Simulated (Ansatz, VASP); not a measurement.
# SnO2 in VASP and in Ansatz

```
Sn O
1.0
    -2.00007    2.00007    5.12368
     2.00007   -2.00007    5.12368
     2.00007    2.00007   -5.12368
Sn O
2 4
Direct
  0.00000 0.00000 0.00000
  0.75000 0.25000 0.50000
  0.54652 0.04652 0.50000
  0.20348 0.20348 0.00000
  0.95348 0.45348 0.50000
  0.79652 0.79652 0.00000
```

Measurements of this composition are mostly on another form, of space group No. 136.

Alike in both runs: task relaxation of cell and atoms; functional PBEsol; dispersion D4; k mesh 9 × 9 × 9; occupations fermi-dirac, width 0.05 eV; no spin polarisation.

|  | VASP | Ansatz |
| --- | --- | --- |
| version | VASP 6.6.1 | Ansatz 0.2.0 |
| potentials or method | VASP PAW PBE potentials, release 64 (Sn_d, O) | Ansatz PAW |
| plane-wave cutoff (eV) | 600 | 420 |
| valence electrons in the cell | 52 | 52 |

Ansatz gave:

- gap on the k mesh at the Fermi level, each at its own relaxed structure (eV): 1.62
- relaxed volume (Å³/atom): 13.60
- relaxed cell length with the largest relative difference (Å): 5.833

**Question.** Estimate VASP's values.

**Answer.** gap on the k mesh at the Fermi level, each at its own relaxed structure (eV): 1.59; relaxed volume (Å³/atom): 13.64; relaxed cell length with the largest relative difference (Å): 5.842.

Caveats: spin-orbit coupling is left out, which moves the levels of the heavy elements; the PAW data sets were made with another functional, which shifts forces and pressure a little (VASP); an odd mesh through Γ misses points on the zone boundary, where band edges often lie (VASP); odd divisions of the mesh miss points on the zone boundary, where band edges often lie, so the gap on the mesh can be too wide (Ansatz); the plane-wave basis is chosen anew once the cell has moved, so the energies of steps on either side of that aren't comparable (Ansatz); the pressure holds a Pulay correction of +0.8 GPa for the finite cutoff (Ansatz); the PAW data sets come from PBE, with cores solved anew for the run's functional, which leaves a small shift of forces and pressure (Ansatz). A hybrid or GW would open this gap; PBEsol tends to underestimate it.
